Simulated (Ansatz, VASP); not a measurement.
Two plane-wave programs on ZnO

File INCAR:

```
SYSTEM = ZnO
PREC     = Accurate       ! precision mode
ENCUT    = 520            ! plane-wave cutoff, eV
EDIFF    = 1E-6           ! SCF threshold, eV
ISMEAR   = 0              ! smearing method
SIGMA    = 0.05           ! smearing width, eV
LREAL    = .FALSE.        ! projectors in reciprocal space
LASPH    = .TRUE.         ! aspherical terms in the spheres
NELM     = 100            ! most SCF steps
ALGO     = Normal         ! electronic algorithm
ISIF     = 2              ! what is computed and relaxed
LWAVE    = .FALSE.        ! write WAVECAR
LCHARG   = .FALSE.        ! write CHGCAR
GGA      = PS             ! functional
NBANDS   = 26             ! bands
```

KPOINTS

```
regular mesh
0
G
  9 9 6
  0 0 0
```

File POSCAR:

```
ZnO
1.0
    3.2027414341      0.0000000000      0.0000000000
   -1.6013707170      2.7736554437      0.0000000000
    0.0000000000      0.0000000000      5.3075831045
Zn O
2 2
Direct
    0.3333333333      0.6666666667      0.0015754469
    0.6666666667      0.3333333333      0.5015754469
    0.3333333333      0.6666666667      0.3352736727
    0.6666666667      0.3333333333      0.8352736727
```

Input for Ansatz:

```yaml
crystal:
  lattice:
    - [3.2027414341, 0.0, 0.0]
    - [-1.601370717, 2.7736554437, 0.0]
    - [0.0, 0.0, 5.3075831045]
  atoms:
    - { symbol: Zn, position: [0.3333333333, 0.6666666667, 0.0015754469] }
    - { symbol: Zn, position: [0.6666666667, 0.3333333333, 0.5015754469] }
    - { symbol: O, position: [0.3333333333, 0.6666666667, 0.3352736727] }
    - { symbol: O, position: [0.6666666667, 0.3333333333, 0.8352736727] }
basis:
  ecutwfc: 520.0
kpoints:
  mp_grid: { grid: [9, 9, 6] }
hamiltonian:
  xc: pbesol
  pseudopotentials: { kind: paw, azcp: { folder: soft_1 } }
scf:
  occupations: { method: gaussian, width: 0.05 }
output:
  forces: true
  stress: true
  eigenvalues: true
```

Alike in both runs: task single point; functional PBEsol; k mesh 9 × 9 × 6; occupations gaussian, width 0.05 eV; no spin polarisation.

```csv
,VASP,Ansatz
version,VASP 6.6.1,Ansatz 0.2.0
potentials or method,"VASP PAW PBE potentials, release 64 (Zn, O)","scalar-relativistic, plane waves, PAW"
plane-wave cutoff (eV),520,520
valence electrons in the cell,36,36
```

Ansatz gave:

| Property | Result |
| --- | --- |
| gap on the k mesh at the Fermi level (eV) | 0.86 |
| least direct gap on the mesh (eV) | 0.86 |
| pressure (GPa) | 3.8 |
| largest component of the traceless stress (GPa) | 17.84 |
| rms of the force components (eV/Å) | 1.509 |

Problem. Estimate VASP's values.

Solution. gap on the k mesh at the Fermi level (eV): 0.85; least direct gap on the mesh (eV): 0.85; pressure (GPa): 4.9; largest component of the traceless stress (GPa): 18.84; rms of the force components (eV/Å): 1.565.

Atom by atom the forces differ by 0.056 eV/Å (rms over components). The functional is the same, so the differences come from potentials, cutoffs and numerics. Ansatz warned: «pseudo_functional_mismatch».

Caveats: the PAW data sets were made with another functional, which shifts forces and pressure a little (VASP).
